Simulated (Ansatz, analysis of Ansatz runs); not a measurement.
# Migration in La2NCl3 (Ibam): V_Cl hop (3.0 Å), charge 0, part 3 of 4

How high is the barrier when Cl changes place in La2NCl3 (Ibam)? The case: V_Cl hop (3.0 Å), charge 0, in a cell of 48 host atoms with 1 Cl taken out.

Ansatz 0.2.0; plane-wave PAW DFT, PBEsol; nudged elastic band between two relaxed defect structures.

So far: Starting point; Relaxation of the start point, charge 0; Relaxation of the end point, charge 0.

## Step 4: Nudged elastic band, charge 0

5 movable images are laid between the ends on a pair-potential path, which keeps atoms from colliding in the first guess. Each image feels the true force across the path and a spring force along it. The highest image is set to climb to the top of the path.

This step: plane-wave PAW DFT, PBEsol; nudged elastic band between two relaxed defect structures.

Input file q0_M1.neb/input.yaml:

```yaml
crystal:
  lattice:
    - [0.0, 13.70049667, 6.06962975]
    - [6.82924235, 0.0, 6.06962975]
    - [6.82924235, 13.70049667, 0.0]
  atoms:
    - { symbol: La, position: [0.13637589, 0.86366619, 0.45819515] }
    - { symbol: La, position: [0.38297794, 0.11438933, 0.7132382] }
    - { symbol: La, position: [0.63577893, 0.3640993, 0.95853139] }
    - { symbol: La, position: [0.8893804, 0.61570727, 0.20436732] }
    - { symbol: La, position: [0.11528687, 0.38984678, 0.79093613] }
    - { symbol: La, position: [0.36325016, 0.63677205, 0.04218701] }
    - { symbol: La, position: [0.61394868, 0.8834966, 0.28977344] }
    - { symbol: La, position: [0.86372401, 0.13620903, 0.5420568] }
    - { symbol: La, position: [0.04032922, 0.96417801, 0.86341355] }
    - { symbol: La, position: [0.29198113, 0.20883139, 0.11378295] }
    - { symbol: La, position: [0.54160036, 0.45532824, 0.36461077] }
    - { symbol: La, position: [0.7921522, 0.70844388, 0.61329639] }
    - { symbol: La, position: [0.20816904, 0.29250793, 0.38642933] }
    - { symbol: La, position: [0.46369807, 0.54080662, 0.63249148] }
    - { symbol: La, position: [0.70833091, 0.79239228, 0.88586982] }
    - { symbol: La, position: [0.95485948, 0.0420235, 0.13883554] }
    - { symbol: "N", position: [0.12289698, 0.12798831, 0.87708523] }
    - { symbol: "N", position: [0.37481441, 0.37552315, 0.12519927] }
    - { symbol: "N", position: [0.62755846, 0.62337263, 0.37243319] }
    - { symbol: "N", position: [0.87510684, 0.87519059, 0.6248578] }
    - { symbol: "N", position: [0.12494013, 0.12537207, 0.37502797] }
    - { symbol: "N", position: [0.37522856, 0.37570016, 0.62467421] }
    - { symbol: "N", position: [0.62495339, 0.62534337, 0.87508093] }
    - { symbol: "N", position: [0.87527055, 0.87558358, 0.12479195] }
    - { symbol: Cl, position: [0.12502394, 0.62529992, 0.37508515] }
    - { symbol: Cl, position: [0.62499694, 0.12534962, 0.8750924] }
    - { symbol: Cl, position: [0.87530284, 0.37568254, 0.12476675] }
    - { symbol: Cl, position: [0.1410947, 0.6415998, 0.85888257] }
    - { symbol: Cl, position: [0.37479431, 0.87543262, 0.12504221] }
    - { symbol: Cl, position: [0.60938964, 0.10974149, 0.3906644] }
    - { symbol: Cl, position: [0.87496872, 0.3753923, 0.62503534] }
    - { symbol: Cl, position: [0.06041192, 0.44796438, 0.24361688] }
    - { symbol: Cl, position: [0.31070714, 0.69693243, 0.49494298] }
    - { symbol: Cl, position: [0.5581374, 0.94501869, 0.74615221] }
    - { symbol: Cl, position: [0.80666671, 0.20054062, 0.99800769] }
    - { symbol: Cl, position: [0.19650835, 0.8112162, -0.00208811] }
    - { symbol: Cl, position: [0.4444416, 0.05831275, 0.25119501] }
    - { symbol: Cl, position: [0.70020488, 0.30736984, 0.49529115] }
    - { symbol: Cl, position: [0.9474184, 0.56091749, 0.74860731] }
    - { symbol: Cl, position: [0.00045231, 0.9960682, 0.69523014] }
    - { symbol: Cl, position: [0.24479193, 0.24773005, 0.95064766] }
    - { symbol: Cl, position: [0.49816821, 0.49375659, 0.19780163] }
    - { symbol: Cl, position: [0.74763216, 0.74504481, 0.44679954] }
    - { symbol: Cl, position: [0.24443641, 0.24783813, 0.56117353] }
    - { symbol: Cl, position: [0.495926, 0.50124371, 0.80835666] }
    - { symbol: Cl, position: [0.74717408, 0.74522703, 0.0573551] }
    - { symbol: Cl, position: [0.99310184, -0.00138762, 0.31086437] }
basis:
  ecutwfc: 420
  xc_grid: 2
hamiltonian:
  xc: pbesol
kpoints:
  mp_grid: { grid: [1, 1, 1] }
magnetization:
  spin_polarized: true
  initial_magnetization: 1
  spin_locking: { lock_magnetization: hard }
scf:
  occupations: { method: fixed }
  max_iter: 60
output:
  forces: true
neb:
  images: 5
  f_tol: 0.03
  climbing: true
  initial_path: idpp
  max_iterations: 45
  order_check: false
  final_atoms:
    - { symbol: La, position: [0.13720976, 0.86457779, 0.45729501] }
    - { symbol: La, position: [0.38616665, 0.11244185, 0.70754505] }
    - { symbol: La, position: [0.63678132, 0.36508706, 0.95746127] }
    - { symbol: La, position: [0.88727798, 0.61864351, 0.208984] }
    - { symbol: La, position: [0.11822426, 0.38769365, 0.78550168] }
    - { symbol: La, position: [0.36411558, 0.63762209, 0.04134538] }
    - { symbol: La, position: [0.61202612, 0.88660054, 0.29424245] }
    - { symbol: La, position: [0.86461561, 0.13721864, 0.5411441] }
    - { symbol: La, position: [0.03763391, 0.96146135, 0.86610224] }
    - { symbol: La, position: [0.29236661, 0.20877736, 0.11310782] }
    - { symbol: La, position: [0.54638562, 0.46019645, 0.35985642] }
    - { symbol: La, position: [0.79210161, 0.70889431, 0.61364056] }
    - { symbol: La, position: [0.20841599, 0.29255658, 0.38581272] }
    - { symbol: La, position: [0.46106048, 0.53804547, 0.63518311] }
    - { symbol: La, position: [0.70832005, 0.79277434, 0.88619806] }
    - { symbol: La, position: [0.95976444, 0.04681965, 0.13396194] }
    - { symbol: "N", position: [0.12606973, 0.12639554, 0.87396149] }
    - { symbol: "N", position: [0.37554579, 0.37590195, 0.12454423] }
    - { symbol: "N", position: [0.62597746, 0.62648801, 0.37396171] }
    - { symbol: "N", position: [0.8754597, 0.87598266, 0.62444482] }
    - { symbol: "N", position: [0.12563054, 0.12582051, 0.37436018] }
    - { symbol: "N", position: [0.37842476, 0.37406232, 0.62154703] }
    - { symbol: "N", position: [0.62536794, 0.62607077, 0.87461921] }
    - { symbol: "N", position: [0.87363821, 0.87883821, 0.12637481] }
    - { symbol: Cl, position: [0.12551245, 0.62595799, 0.3744796] }
    - { symbol: Cl, position: [0.62551017, 0.12588059, 0.87455761] }
    - { symbol: Cl, position: [0.89206666, 0.39250066, 0.10791921] }
    - { symbol: Cl, position: [0.36010926, 0.86052364, 0.63988294] }
    - { symbol: Cl, position: [0.37546069, 0.87597271, 0.12446739] }
    - { symbol: Cl, position: [0.62610534, 0.12652296, 0.37389452] }
    - { symbol: Cl, position: [0.87545793, 0.37595719, 0.62449601] }
[... 8 lines left out ...]
    - { symbol: Cl, position: [0.00429411, 1.00006602, 0.69129297] }
    - { symbol: Cl, position: [0.25592935, 0.25317997, 0.93851107] }
    - { symbol: Cl, position: [0.50713984, 0.50268335, 0.18882616] }
    - { symbol: Cl, position: [0.75268091, 0.75570508, 0.44276972] }
    - { symbol: Cl, position: [0.25537921, 0.25317312, 0.54916096] }
    - { symbol: Cl, position: [0.49957349, 0.50466714, 0.80481721] }
    - { symbol: Cl, position: [0.75277973, 0.75640312, 0.05275061] }
    - { symbol: Cl, position: [1.00212071, 0.00755805, 0.30187849] }
```

The run is started by

```console
$ ansatz run input.yaml --threads 8 --pin off --max-ram 14131MiB --backend cpu --events-out ev --progress --plain --runs-dir out
```

Numbers of over 12 decimals in the logs are rounded to 6 here.

Output:

```text
[...]
Warning: neb: disabling space-group detection — the band's intermediate images generally break the endpoint symmetry, so no spatial operation reduces the k-mesh or symmetrises the density, except that a semilocal band can use its path's symmetry ahead of [...]
[...]
parallel-image band execution: 5 concurrent image workers
NEB image 0
Crystal: 47 atoms, lattice volume = 1135.798 Å³
Basis set: ecut = 420 eV, 22167 PW (Γ), exchange–correlation on 216×128×216 points (8 copies of the dense FFT grid, shifted against one another)
Bands: 236, of which v1, the nominal top of the filled ones, is band 189 counted from 1 (188 counted from 0)
Symmetry: 1 space group operations
k-points: 1
[...]
Starting moments: Σ|m| = 1 μB on 47 of 47 sites
[...]
SCF iter   1: F=—  HF=-126198.488853 eV  |F-HF|=—  |Δ(HF+E_count)|=         —  Δρ=7.67e-2 (↑7.67e-2 ↓7.62e-2)  dr2=8.91e2  dr2_m=3.06e-2  M=1.000 μB ∫|m|=1.045 μB  β_m=0.30  ethr=3.10e-3  ⟨swp⟩=4.0  Hψ=1714  notcnv=0  defer=57
[...]
SCF iter  15: F=-126110.121608 eV  HF=-126110.121608 eV  |F-HF|=1.15e-9  |Δ(HF+E_count)|=   1.34e-7  Δρ=6.71e-7 (↑6.43e-7 ↓6.71e-7)  dr2=3.74e-8  dr2_m=1.14e-10  M=1.000 μB ∫|m|=1.062 μB  ethr=2.65e-11  ⟨swp⟩=5.5  Hψ=1416  notcnv=0
SCF 1 converged in 15 iterations: F = -126110.121608 eV  dr2 = 3.74e-8
[...]
NSCF: frozen V_eff on 1 k-points
NEB image 6
[...]
SCF iter   1: F=—  HF=-126198.513726 eV  |F-HF|=—  |Δ(HF+E_count)|=         —  Δρ=7.68e-2 (↑7.68e-2 ↓7.62e-2)  dr2=8.93e2  dr2_m=3.06e-2  M=1.000 μB ∫|m|=1.046 μB  β_m=0.30  ethr=3.10e-3  ⟨swp⟩=4.0  Hψ=1714  notcnv=0  defer=57
[...]
SCF iter  15: F=-126110.121647 eV  HF=-126110.121647 eV  |F-HF|=1.93e-8  |Δ(HF+E_count)|=   1.15e-8  Δρ=8.46e-7 (↑8.46e-7 ↓8.02e-7)  dr2=4.14e-8  dr2_m=8.78e-11  M=1.000 μB ∫|m|=1.062 μB  ethr=2.65e-11  ⟨swp⟩=5.0  Hψ=1285  notcnv=0
SCF 2 converged in 15 iterations: F = -126110.121647 eV  dr2 = 4.14e-8
[...]
NEB end point (image 0): max|allowed force component| = 9.884e-3 eV/Å (the criterion of neb.relax_end_points is 1.000e-2)
NEB end point (image 6): max|allowed force component| = 1.103e-2 eV/Å (the criterion of neb.relax_end_points is 1.000e-2)
NEB image 1
SCF iter   1: F=—  HF=-126198.315658 eV  |F-HF|=—  |Δ(HF+E_count)|=         —  Δρ=7.39e-2 (↑7.34e-2 ↓7.39e-2)  dr2=8.42e2  dr2_m=4.39e-2  M=1.000 μB ∫|m|=1.048 μB  β_m=0.30  ethr=3.10e-3  ⟨swp⟩=4.0  Hψ=1708  notcnv=0  defer=55
[...]
SCF iter  15: F=-126109.870113 eV  HF=-126109.870113 eV  |F-HF|=1.56e-9  |Δ(HF+E_count)|=   1.36e-7  Δρ=7.65e-7 (↑7.65e-7 ↓7.27e-7)  dr2=4.37e-8  dr2_m=1.31e-10  M=1.000 μB ∫|m|=1.071 μB  ethr=2.65e-11  ⟨swp⟩=5.0  Hψ=1285  notcnv=0
SCF 3 converged in 15 iterations: F = -126109.870113 eV  dr2 = 4.37e-8
NEB image 2
SCF iter   1: F=—  HF=-126198.154844 eV  |F-HF|=—  |Δ(HF+E_count)|=         —  Δρ=7.27e-2 (↑7.19e-2 ↓7.27e-2)  dr2=8.17e2  dr2_m=3.71e-2  M=1.000 μB ∫|m|=1.046 μB  β_m=0.30  ethr=3.10e-3  ⟨swp⟩=4.0  Hψ=1705  notcnv=0  defer=55
[...]
SCF iter  15: F=-126109.370840 eV  HF=-126109.370840 eV  |F-HF|=7.23e-9  |Δ(HF+E_count)|=   6.77e-8  Δρ=6.23e-7 (↑6.23e-7 ↓5.41e-7)  dr2=3.54e-8  dr2_m=1.65e-10  M=1.000 μB ∫|m|=1.088 μB  ethr=2.65e-11  ⟨swp⟩=5.5  Hψ=1286  notcnv=0
SCF 4 converged in 15 iterations: F = -126109.370840 eV  dr2 = 3.54e-8
NEB image 3
SCF iter   1: F=—  HF=-126198.077905 eV  |F-HF|=—  |Δ(HF+E_count)|=         —  Δρ=7.23e-2 (↑7.15e-2 ↓7.23e-2)  dr2=8.09e2  dr2_m=3.44e-2  M=1.000 μB ∫|m|=1.046 μB  β_m=0.30  ethr=3.10e-3  ⟨swp⟩=4.0  Hψ=1704  notcnv=0  defer=52
[...]
SCF iter  15: F=-126108.980964 eV  HF=-126108.980964 eV  |F-HF|=9.98e-9  |Δ(HF+E_count)|=   7.84e-9  Δρ=7.31e-7 (↑7.17e-7 ↓7.31e-7)  dr2=3.39e-8  dr2_m=1.03e-10  M=1.000 μB ∫|m|=1.147 μB  ethr=2.65e-11  ⟨swp⟩=2.5  Hψ=1475  notcnv=0
SCF 5 converged in 15 iterations: F = -126108.980964 eV  dr2 = 3.39e-8
NEB image 4
SCF iter   1: F=—  HF=-126198.155480 eV  |F-HF|=—  |Δ(HF+E_count)|=         —  Δρ=7.27e-2 (↑7.19e-2 ↓7.27e-2)  dr2=8.18e2  dr2_m=3.71e-2  M=1.000 μB ∫|m|=1.046 μB  β_m=0.30  ethr=3.10e-3  ⟨swp⟩=4.0  Hψ=1706  notcnv=0  defer=52
[...]
SCF iter  15: F=-126109.369247 eV  HF=-126109.369247 eV  |F-HF|=6.46e-9  |Δ(HF+E_count)|=   7.07e-8  Δρ=6.47e-7 (↑6.47e-7 ↓5.61e-7)  dr2=3.71e-8  dr2_m=1.63e-10  M=1.000 μB ∫|m|=1.088 μB  ethr=2.65e-11  ⟨swp⟩=5.5  Hψ=1286  notcnv=0
SCF 6 converged in 15 iterations: F = -126109.369247 eV  dr2 = 3.71e-8
NEB image 5
SCF iter   1: F=—  HF=-126198.324644 eV  |F-HF|=—  |Δ(HF+E_count)|=         —  Δρ=7.39e-2 (↑7.34e-2 ↓7.39e-2)  dr2=8.42e2  dr2_m=4.35e-2  M=1.000 μB ∫|m|=1.048 μB  β_m=0.30  ethr=3.10e-3  ⟨swp⟩=4.0  Hψ=1709  notcnv=0  defer=53
[...]
SCF iter  15: F=-126109.869183 eV  HF=-126109.869183 eV  |F-HF|=6.45e-9  |Δ(HF+E_count)|=   1.37e-7  Δρ=6.29e-7 (↑6.29e-7 ↓6.01e-7)  dr2=3.34e-8  dr2_m=1.41e-10  M=1.000 μB ∫|m|=1.071 μB  ethr=2.65e-11  ⟨swp⟩=5.0  Hψ=1335  notcnv=0
SCF 7 converged in 15 iterations: F = -126109.869183 eV  dr2 = 3.34e-8
NEB iter   1: max|band force component| = 7.281e-1 eV/Å  barrier→ = 1.1406 eV  barrier← = 1.1407 eV  Δτ_max = 0.1994 Å  (105 SCF iters)
  M     (μB):  +1.0000  +1.0000  +1.0000  +1.0000  +1.0000  +1.0000  +1.0000
  M_abs (μB):   1.0666   1.0766   1.0936   1.1558   1.0937   1.0766   1.0665
NEB image 1
[...]
Starting moments: Σ|m| = 1 μB on 47 of 47 sites; this step starts from the density that it was given
[...]
iter 1 solved again at ethr=6.26e-5 eV; its pass at ethr=3.10e-3 eV (dr2=2.36e-1 eV) is discarded
[...]
SCF iter   9: F=-126109.927952 eV  HF=-126109.927952 eV  |F-HF|=1.22e-8  |Δ(HF+E_count)|=   1.39e-7  Δρ=5.97e-7 (↑5.97e-7 ↓5.94e-7)  dr2=2.74e-8  dr2_m=2.74e-10  M=1.000 μB ∫|m|=1.075 μB  ethr=2.65e-11  ⟨swp⟩=4.5  Hψ=1284  notcnv=0
SCF 8 converged in 9 iterations: F = -126109.927952 eV  dr2 = 2.74e-8
NEB image 2
[...]
SCF iter  10: F=-126109.426923 eV  HF=-126109.426923 eV  |F-HF|=7.61e-9  |Δ(HF+E_count)|=   2.14e-7  Δρ=6.81e-7 (↑6.81e-7 ↓6.01e-7)  dr2=4.00e-8  dr2_m=2.09e-10  M=1.000 μB ∫|m|=1.115 μB  ethr=2.65e-11  ⟨swp⟩=5.0  Hψ=1277  notcnv=0
SCF 9 converged in 10 iterations: F = -126109.426923 eV  dr2 = 4.00e-8
NEB image 3
[...]
M_abs (μB):   1.0666   1.0731   1.1041   1.1446   1.1039   1.0729   1.0665
NEB image 0, for a test of the images' electronic states
iteration 15: the least curvature of the free energy that was read at this close is 0.951 (0.951 in the run's own bands): not negative
NEB image 3, for a test of the images' electronic states
[...]
NEB image 6, for a test of the images' electronic states
[...]
NEB image 0, for a test of the images' electronic states
[...]
SCF iter   9: F=-126110.121608 eV  HF=-126110.121608 eV  |F-HF|=3.72e-8  |Δ(HF+E_count)|=   5.56e-9  Δρ=1.07e-6 (↑1.02e-6 ↓1.07e-6)  dr2=8.46e-8  dr2_m=3.44e-10  M=1.000 μB ∫|m|=1.062 μB  ethr=2.65e-11  ⟨swp⟩=3.0  Hψ=1461  notcnv=0
SCF 43 converged in 9 iterations: F = -126110.121608 eV  dr2 = 8.46e-8
NEB image 3, for a test of the images' electronic states
[...]
SCF iter  12: F=-126109.325603 eV  HF=-126109.325603 eV  |F-HF|=2.10e-9  |Δ(HF+E_count)|=   1.75e-8  Δρ=3.28e-7 (↑3.28e-7 ↓2.97e-7)  dr2=7.23e-9  dr2_m=5.19e-11  M=1.000 μB ∫|m|=1.136 μB  ethr=5.93e-12  ⟨swp⟩=1.0  Hψ=1209  notcnv=0
SCF 44 converged in 12 iterations: F = -126109.325603 eV  dr2 = 7.23e-9
NEB image 3, for a test of the images' electronic states
[...]
SCF iter  12: F=-126109.325603 eV  HF=-126109.325603 eV  |F-HF|=1.95e-9  |Δ(HF+E_count)|=   1.75e-8  Δρ=3.25e-7 (↑3.25e-7 ↓2.93e-7)  dr2=7.12e-9  dr2_m=5.31e-11  M=1.000 μB ∫|m|=1.136 μB  ethr=6.06e-12  ⟨swp⟩=1.0  Hψ=1209  notcnv=0
SCF 45 converged in 12 iterations: F = -126109.325603 eV  dr2 = 7.12e-9
NEB image 6, for a test of the images' electronic states
[...]
SCF iter   9: F=-126110.121647 eV  HF=-126110.121647 eV  |F-HF|=3.43e-8  |Δ(HF+E_count)|=   1.15e-8  Δρ=1.08e-6 (↑1.03e-6 ↓1.08e-6)  dr2=8.54e-8  dr2_m=3.33e-10  M=1.000 μB ∫|m|=1.062 μB  ethr=2.65e-11  ⟨swp⟩=3.0  Hψ=1461  notcnv=0
SCF 46 converged in 9 iterations: F = -126110.121647 eV  dr2 = 8.54e-8
SCF converged after 8 iterations
[...]
Magnetization: 1.0000 μB (189.0000 up, 188.0000 down)
Absolute magnetization: 1.1446 μB (∫|ρ↑−ρ↓|, with the PAW one-centre terms)
[...]
Per-site moments (μB) at R_I (Å): [(0.000845351, 0.966143), (0.036910, 0.961150), (0.000643553, 0.961360), [... 44 left out ...]
Free energy (F): -126109.325603 eV
[...]
Internal energy: -126109.325603 eV  (E = F + TS)
E sigma→0 (E₀):  -126109.325603 eV
Fermi energy:    9.645727 (↑ 9.645727, ↓ 6.750727) eV
[...]
--- Forces (eV/Å), atoms counted from 1 ---
  atom   1  La    -0.01285784     0.00249740     0.00019468
  atom   2  La    -0.01156606     0.00723963     0.00965396
  [... 2 atoms left out ...]
  atom   5  La     0.00407413    -0.00490985    -0.00638207
  [... 3 atoms left out ...]
  atom   9  La    -0.00025468     0.00322482    -0.00041006
  [... 4 atoms left out ...]
  atom  14  La     0.00807030    -0.00550042    -0.00039602
  [... 2 atoms left out ...]
  atom  17  N     -0.00304765    -0.02338531    -0.00150485
  [... 1 atom left out ...]
  atom  19  N      0.00882097    -0.00094925    -0.00476357
  [... 2 atoms left out ...]
  atom  22  N      0.00792217    -0.00021590     0.00511968
  [... 1 atom left out ...]
  atom  24  N     -0.00224748    -0.02414755     0.00233760
  [... 3 atoms left out ...]
  atom  28  Cl    -0.00005341     0.00126404     0.00001844
  [... 4 atoms left out ...]
  atom  33  Cl    -0.00877214     0.01020524    -0.00004073
  [... 2 atoms left out ...]
  atom  36  Cl    -0.00602368    -0.00253115     0.00030588
  [... 11 atoms left out ...]
  max |Σ_I F_I| component: 2.73e-5 eV/Å
--- Band table (eV) ---
[...]
this run last wrote the band of iteration 8 to <dir>
--- NEB band (7 images, 8 band iterations, 392 SCF iterations, 42 more in tests of the images' electronic states and relaxations of end points) ---
  forward barrier  = 0.796005 eV
  backward barrier = 0.796044 eV
  climbing image's point = of an order that was not read
  energies are F+E_penalty+E_count in eV, relative to image 0
  image     s (Å)  Δ vs image 0  max|band force component| (eV/Å)     M (μB)  M_abs (μB)
      0    0.0000      0.000000                                 —    +1.0000      1.0666
      1    0.5750      0.124729                          2.583e-2    +1.0000      1.0731
      2    1.1500      0.528382                          2.993e-2    +1.0000      1.1041
  *   3    1.7251      0.796005                          2.415e-2    +1.0000      1.1446
      4    2.3033      0.525786                          2.983e-2    +1.0000      1.1039
      5    2.8814      0.121183                          2.595e-2    +1.0000      1.0729
      6    3.4595     -0.000039                                 —    +1.0000      1.0665
  climbing-image geometry (image 3):
  cell:  # Å, volume = 1135.7978 Å³
    - [0.0, 13.70049667, 6.06962975]
    - [6.82924235, 0.0, 6.06962975]
    - [6.82924235, 13.70049667, 0.0]
  atoms:
    - { symbol: La, position: [0.136284, 0.864833, 0.457123] }
    - { symbol: La, position: [0.381520, 0.114352, 0.720422] }
    - { symbol: La, position: [0.635374, 0.365757, 0.958219] }
    - { symbol: La, position: [0.886916, 0.619784, 0.215066] }
    - { symbol: La, position: [0.126577, 0.394426, 0.780047] }
    - { symbol: La, position: [0.362772, 0.638293, 0.042722] }
    - { symbol: La, position: [0.606916, 0.874824, 0.299750] }
    - { symbol: La, position: [0.864453, 0.136602, 0.540178] }
    - { symbol: La, position: [0.021623, 0.979641, 0.874710] }
    - { symbol: La, position: [0.291547, 0.209880, 0.113709] }
    - { symbol: La, position: [0.551346, 0.450053, 0.360399] }
    - { symbol: La, position: [0.791212, 0.709551, 0.614045] }
    - { symbol: La, position: [0.207701, 0.292716, 0.386396] }
    - { symbol: La, position: [0.479851, 0.521433, 0.630229] }
    - { symbol: La, position: [0.708360, 0.793369, 0.885747] }
    - { symbol: La, position: [0.955299, 0.046065, 0.139202] }
    - { symbol: N, position: [0.122006, 0.132097, 0.877363] }
    - { symbol: N, position: [0.374397, 0.376534, 0.125537] }
    - { symbol: N, position: [0.629798, 0.620256, 0.373618] }
    - { symbol: N, position: [0.874305, 0.876379, 0.624364] }
    - { symbol: N, position: [0.124687, 0.126798, 0.373966] }
    - { symbol: N, position: [0.381072, 0.371472, 0.622331] }
    - { symbol: N, position: [0.624531, 0.626713, 0.875383] }
    - { symbol: N, position: [0.869214, 0.879246, 0.130203] }
    - { symbol: Cl, position: [0.125654, 0.625089, 0.376043] }
    - { symbol: Cl, position: [0.625750, 0.125396, 0.875444] }
    - { symbol: Cl, position: [0.894697, 0.398203, 0.104178] }
    - { symbol: Cl, position: [0.252394, 0.748898, 0.721555] }
    - { symbol: Cl, position: [0.375980, 0.875442, 0.125654] }
    - { symbol: Cl, position: [0.603188, 0.106695, 0.395722] }
    - { symbol: Cl, position: [0.875671, 0.375348, 0.625450] }
    - { symbol: Cl, position: [0.055315, 0.451028, 0.253599] }
    - { symbol: Cl, position: [0.321507, 0.679159, 0.472422] }
    - { symbol: Cl, position: [0.550202, 0.945935, 0.758693] }
    - { symbol: Cl, position: [0.790937, 0.209618, 1.014814] }
    - { symbol: Cl, position: [0.195042, 0.806192, -0.004920] }
    - { symbol: Cl, position: [0.437932, 0.053098, 0.259202] }
    - { symbol: Cl, position: [0.714872, 0.286396, 0.474997] }
    - { symbol: Cl, position: [0.947598, 0.562735, 0.749516] }
    - { symbol: Cl, position: [0.000784, 1.000119, 0.692506] }
    - { symbol: Cl, position: [0.240628, 0.266562, 0.950508] }
    - { symbol: Cl, position: [0.505818, 0.495230, 0.191964] }
    - { symbol: Cl, position: [0.734549, 0.760596, 0.456590] }
    - { symbol: Cl, position: [0.241734, 0.246758, 0.563066] }
    - { symbol: Cl, position: [0.507512, 0.493607, 0.804568] }
    - { symbol: Cl, position: [0.754134, 0.759258, 0.050675] }
    - { symbol: Cl, position: [1.006672, -0.005492, 0.300497] }
```

The job ended after 8.9 min (8 threads of Arm Neoverse V2, shared host; peak memory 9.1 GiB; 46 min of CPU time).

In the SCF lines HF is the Harris–Foulkes energy and dr2 the Hartree energy of the density residual, in eV; the loop may stop once dr2 is under the threshold and the program's other checks hold. Hψ counts applications of the Hamiltonian.

Images along the path:

| image | path (Å) | energy (eV) | Cl28: x, y, z (Å) |
| --- | --- | --- | --- |
| 0 | 0.000 | 0.0000 | 10.247, 13.700, 4.751 |
| 1 | 0.575 | 0.1247 | 10.165, 13.524, 5.058 |
| 2 | 1.150 | 0.5284 | 10.057, 13.375, 5.532 |
| 3 | 1.725 | 0.7960 | 10.042, 13.344, 6.077 |
| 4 | 2.303 | 0.5258 | 10.058, 13.375, 6.626 |
| 5 | 2.881 | 0.1212 | 10.166, 13.526, 7.101 |
| 6 | 3.459 | 0.0000 | 10.247, 13.700, 7.409 |

This step gave:

```
free energy                           : -126109.3256 eV
total moment                          : 1 μB
integral of the absolute spin density : 1.145 μB
spin contamination                    : 0.001321
barrier forward                       : 0.7960 eV
barrier backward                      : 0.7960 eV
end less start                        : -3.88e-5 eV
hop length                            : 2.658 Å
```

(Continued in part 4 of 4.)

[Logs are printed without paths, hosts, clocks, repeated set-up lines and the standing remarks that a program may print on its own settings, such as how far it seeks lower states.]

[Hosts, paths, dates, database ids (printed as entryN), source tags and the programs' standing remarks are cut or masked in the printed files.]
